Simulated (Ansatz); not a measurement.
# CsSnBr$_{3}$: computed properties

Theory: DFT PBE, scalar-relativistic, plane waves, PAW in Ansatz 0.2.0.

Cutoff 420 eV; k points 6×6×6 on the computed 5-atom cell (Γ-centred); Gaussian smearing, width 0.02 eV; no spin polarisation.

The structure is relaxed at this level of theory with its symmetry kept. Whether it is the stable form of this composition wasn't checked.

```
CELL_PARAMETERS angstrom
5.89529 0.00000 0.00000
0.00000 5.89529 0.00000
0.00000 0.00000 5.89529
ATOMIC_POSITIONS crystal
Cs 0.00000 0.00000 0.00000
Sn 0.50000 0.50000 0.50000
Br 0.50000 0.00000 0.50000
Br 0.50000 0.50000 0.00000
Br 0.00000 0.50000 0.50000
```

```json
{
  "Space group": "Pm-3m (No. 221)",
  "Volume per atom": "276.5 bohr³",
  "Formation energy from the elements' standard states (Br, Hg as crystals; uncorrected)": "-1.243 eV/atom",
  "Kohn–Sham band gap": "0.65 eV",
  "Löwdin character of the top 1 eV of the valence band": "Br 4p 51 %, Sn 5s 29 %, Sn 5p 16 %",
  "Löwdin character of the lowest 1 eV of the conduction band": "Sn 5p 77 %, Br 4p 10 %, Br 4s 8 %, unprojected 4 %",
  "Bader charges (e)": "Cs (1 in the cell) 0.89, Sn (1 in the cell) 1.13, Br (3 in the cell) -0.67"
}
```

Spin-orbit coupling is left out, which matters for the bands of heavy elements.

Symmetry holds off the tilts and polar distortions that many cubic perovskites undergo.

Cost: 1 run of about 0.41 core-minutes, on AMD EPYC 9R45 (Zen 5) (shared hosts).